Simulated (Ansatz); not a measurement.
# PtSe2 (Sudovikovite) (P-3m1) in Ansatz: notebook

Runs on PtSe2 (Sudovikovite). Level: PBE. Tasks: single point.

Everything below comes from runs of Ansatz 0.2.0. Logs are shortened: lines on timing, memory, paths and dates and some standing lists are left out, and cuts for length are marked.

## Step 1: Starting point

Symmetry: P-3m1, No. 164, trigonal system. Conventional cell: a = 3.724 Å, b = 3.724 Å, c = 5.062 Å, α = 90.00°, β = 90.00°, γ = 120.00°. Pt (site symmetry -3m) is surrounded by 6 Se at 2.49 Å. Around Se (site symmetry 3m) lie 3 Pt at 2.49 Å.

## Step 2: Single point, PBE, 18.68 Å³/atom

File input.yaml:

```yaml
crystal:
  lattice:
    - [3.57504, 0.0, 0.0]
    - [-1.78752, 3.0960754596, 0.0]
    - [0.0, 0.0, 5.062]
  atoms:
    - { symbol: Pt, position: [0.0, 0.0, 0.0] }
    - { symbol: Se, position: [0.6666666667, 0.3333333333, 0.75] }
    - { symbol: Se, position: [0.3333333333, 0.6666666667, 0.25] }
hamiltonian:
  xc: pbe
  pseudopotentials: { kind: paw }
kpoints:
  mp_grid: { grid: [7, 7, 5] }
scf:
  occupations: { method: fermi_dirac, width: 0.05 }
output:
  forces: true
  stress: true
  eigenvalues: true
```

Potentials or basis: Ansatz PAW.

On the command line:

```bash
ansatz run input.yaml --threads 2 --pin off --max-ram 5632MiB --backend cpu --events-out ev --progress --plain --runs-dir out
```

Log:

```text
Warning: RAYON_NUM_THREADS=2 ignored (pool sized by the plan → 2); use --threads N
Engine: ansatz 0.2.0, aarch64-unknown-linux-gnu
Pseudopotentials: kind: paw
Pseudopotential: Pt, paw, valence charge 18, recommended cutoff 420 eV (normal), Pt.paw.azcp
Pseudopotential: Se, paw, valence charge 16, recommended cutoff 420 eV (normal), Se.paw.azcp
Functional definition: PBE
  parameter kappa = 0.804
  parameter beta = 0.06672455060314922
  exchange = pbe_x(kappa = kappa, mu = beta*pi^2/3)
  correlation = pbe_c(beta = beta)
Crystal: 3 atoms, lattice volume = 56.029 Å³
Basis set: ecut = 420 eV, 1079 PW (Γ), exchange–correlation on 48×48×72 points (8 copies of the dense FFT grid, shifted against one another)
Bands: 30, of which v1, the nominal top of the filled ones, is band 25 counted from 1 (24 counted from 0)
Symmetry: 12 space group operations
Space group: P-3m1 (ITA 164), of the structure as read, at distance tolerance 3.8e-5 Å
k-points: 32 of 245
Non-local potential: Pt, projectors of the file, l = 0: 3, l = 1: 2, l = 2: 2, l = 3: 1
Non-local potential: Se, projectors of the file, l = 0: 2, l = 1: 2, l = 2: 3, l = 3: 1
PAW form: soft (Blöchl's): semilocal exchange-correlation on the pseudo side does not see the compensation charge
PAW one-centre angular grid: Pt, 590 points (default); XC on 64 Gauss nodes
PAW one-centre angular grid: Se, 590 points (default); XC on 64 Gauss nodes
Initial density: superposition of atomic densities (neutral atoms: chi_scale 0, normalization atom), corrected by the library's trained network
Initial wavefunctions: pseudopotential atomic-orbital guess
Functional: x = pbe(κ = 0.804, μ = 0.2195149727645171), c = pbe(β = 0.06672455060314922)
SCF iter   1: F=—  HF=-23461.763625 eV  |F-HF|=—  |Δ(HF+E_count)|=         —  Δρ=3.06e-3  dr2=3.06e-3  ethr=1.77e-3  ⟨swp⟩=5.8  Hψ=3789  notcnv=0
preconditioner: auto → LDOS  [insulator: Δε(μ)=0.382 eV  Ē_g=10.795 eV  σ=0.050 eV  W_gap=0.59  n_scr=22 (ndim 8)  ℏωp=23.3 eV  f_vac=0.026  D(μ)=0.78/eV (n_scr^D=2)  ε∞_Penn≈5.6  β→1.0]
SCF iter   2: F=—  HF=-23461.764961 eV  |F-HF|=—  |Δ(HF+E_count)|=   1.34e-3  Δρ=8.81e-4  dr2=5.29e-4  ethr=6.11e-6  ⟨swp⟩=2.4  Hψ=2006  notcnv=0  defer=2
SCF iter   3: F=—  HF=-23461.764827 eV  |F-HF|=—  |Δ(HF+E_count)|=   1.34e-4  Δρ=2.84e-4  dr2=7.18e-5  ethr=1.06e-6  ⟨swp⟩=2.0  Hψ=1627  notcnv=0  defer=2
SCF iter   4: F=—  HF=-23461.764801 eV  |F-HF|=—  |Δ(HF+E_count)|=   2.65e-5  Δρ=5.61e-5  dr2=2.16e-6  ethr=1.44e-7  ⟨swp⟩=3.0  Hψ=1791  notcnv=0  defer=2
SCF iter   5: F=—  HF=-23461.764801 eV  |F-HF|=—  |Δ(HF+E_count)|=   1.51e-7  Δρ=1.31e-5  dr2=1.63e-7  ethr=4.32e-9  ⟨swp⟩=2.0  Hψ=1627  notcnv=0  defer=2
SCF iter   6: F=-23461.764801 eV  HF=-23461.764801 eV  |F-HF|=8.86e-9  |Δ(HF+E_count)|=   3.51e-8  Δρ=3.54e-6  dr2=5.34e-9  ethr=2.00e-10  ⟨swp⟩=5.3  Hψ=3953  notcnv=0
SCF 1 converged in 6 iterations: F = -23461.764801 eV  dr2 = 5.34e-9
SCF converged after 6 iterations
Free energy (F): -23461.764801 eV
Harris-Foulkes:  -23461.764801 eV  (|F-HF|=8.86e-9)
Internal energy: -23461.758717 eV  (E = F + TS)
E sigma→0 (E₀):  -23461.761759 eV
Entropy (-TS):   -0.006085 eV (-2.028 meV/atom)
Fermi energy:    15.097999 eV
--- Per-component energies (eV) ---
  E_band       = -888.142092
  E_kinetic    = 884.068623
  E_local      = -6597.418706  (includes V_loc(G=0)·N_el)
  E_nonlocal   = -990.970597
  E_hartree    = 3086.927347
  E_xc         = -474.489209
  E_vxc        = -505.021048  (∫ρ·V_xc dr)
  E_paw        = -13277.681218  (= ΣΔE_a)
  E_vpaw       = 147.348549  (= ΣTr[D̂ρ^β])
  E_aug_tail   = -0.000990  (compensation charges beyond the density's cutoff)
  E_ewald      = -6092.193968
  E_smearing   = -0.006085  (= −TS)
  E_closure    = 0.000000  (closes the sum)
  Σ components = -23461.764801   (vs F -23461.764801, Δ=0.00e0)
--- Forces (eV/Å), atoms counted from 1 ---
  atom   1  Pt     0.00000000    -0.00000000     0.00000000
  atom   2  Se     0.00000000     0.00000000    -1.78376709
  atom   3  Se    -0.00000000    -0.00000000     1.78376709
  max |Σ_I F_I| component: 3.16e-30 eV/Å
--- Stress (GPa, compression-positive) ---
       26.516198      -0.000000       0.000000
        0.000000      26.516198       0.000000
        0.000000      -0.000000      17.317319
  P = ⅓ Tr σ = 23.4499 GPa (234.499 kbar)
--- Band table (eV; the first three rows and the last of 32) ---
  k-point 0: bands = ["-84.8759", "-39.1476", "-39.1476", "-39.0969", "-33.6535", "-33.6535", "-33.6491", "-33.6491", "-33.6385", "-33.6385", "-33.6320", "-33.6320", "-33.6281", "-33.6272", "-1.4530", "1.7117", "6.9855", "7.8979", "7.8979", "10.4762", "10.4762", "12.0651", "13.9919", "13.9919", "15.3481", "16.7845", "16.7845", "18.6922", "20.0200", "22.4898"]
  k-point 1: bands = ["-84.8759", "-39.1476", "-39.1476", "-39.0969", "-33.6533", "-33.6533", "-33.6491", "-33.6491", "-33.6381", "-33.6381", "-33.6325", "-33.6325", "-33.6281", "-33.6272", "-1.3046", "1.3164", "7.5584", "7.9130", "7.9130", "10.4660", "10.4660", "12.0141", "13.8273", "13.8273", "14.5747", "17.0882", "17.0882", "18.9424", "20.8598", "22.4105"]
  k-point 2: bands = ["-84.8759", "-39.1476", "-39.1476", "-39.0969", "-33.6530", "-33.6530", "-33.6493", "-33.6493", "-33.6374", "-33.6374", "-33.6334", "-33.6334", "-33.6281", "-33.6272", "-0.9675", "0.6477", "7.9378", "7.9378", "8.6113", "10.4506", "10.4506", "11.7680", "13.5162", "13.5967", "13.5967", "17.5938", "17.5938", "19.6127", "21.8715", "22.1550"]
  k-point 31: bands = ["-84.8754", "-39.1628", "-39.1583", "-39.0956", "-33.6526", "-33.6514", "-33.6509", "-33.6493", "-33.6373", "-33.6353", "-33.6346", "-33.6344", "-33.6268", "-33.6268", "0.8305", "0.9464", "7.5111", "7.8018", "8.6281", "9.6714", "9.9566", "10.9959", "11.0253", "12.1448", "12.5916", "16.5499", "17.1708", "21.4743", "21.8602", "22.7110"]
```

It took 1.5 s on 2 threads of Arm Neoverse V1, shared host; peak memory 0.35 GiB.

Results:

```yaml
Free_energy: -23461.7648 eV
Pressure: 23.4 GPa
Largest_force: 1.784 eV/Å
Band_gap_on_the_k_mesh: none (metal or under the smearing width)
```

Caveat: forces of over 1 eV/Å show positions far from the minimum, so gaps and moduli don't describe the material at rest.

## Step 3: Single point, PBE, 19.46 Å³/atom

Edit input.yaml of step 2 so:

```diff
@@ -2,4 +2,4 @@
   lattice:
-    - [3.57504, 0.0, 0.0]
-    - [-1.78752, 3.0960754596, 0.0]
+    - [3.64952, 0.0, 0.0]
+    - [-1.82476, 3.1605770316, 0.0]
     - [0.0, 0.0, 5.062]
```

Potentials or basis: Ansatz PAW.

On the command line:

```bash
ansatz run input.yaml --threads 2 --pin off --max-ram 5632MiB --backend cpu --events-out ev --progress --plain --runs-dir out
```

It took 1.6 s on 2 threads of Arm Neoverse V1, shared host; peak memory 0.36 GiB.

It converged, with:

```
Free energy            : -23462.0774 eV
Pressure               : 14.5 GPa
Largest force          : 1.139 eV/Å
Band gap on the k mesh : none (metal or under the smearing width)
```

Caveat: forces of over 1 eV/Å show positions far from the minimum, so gaps and moduli don't describe the material at rest.
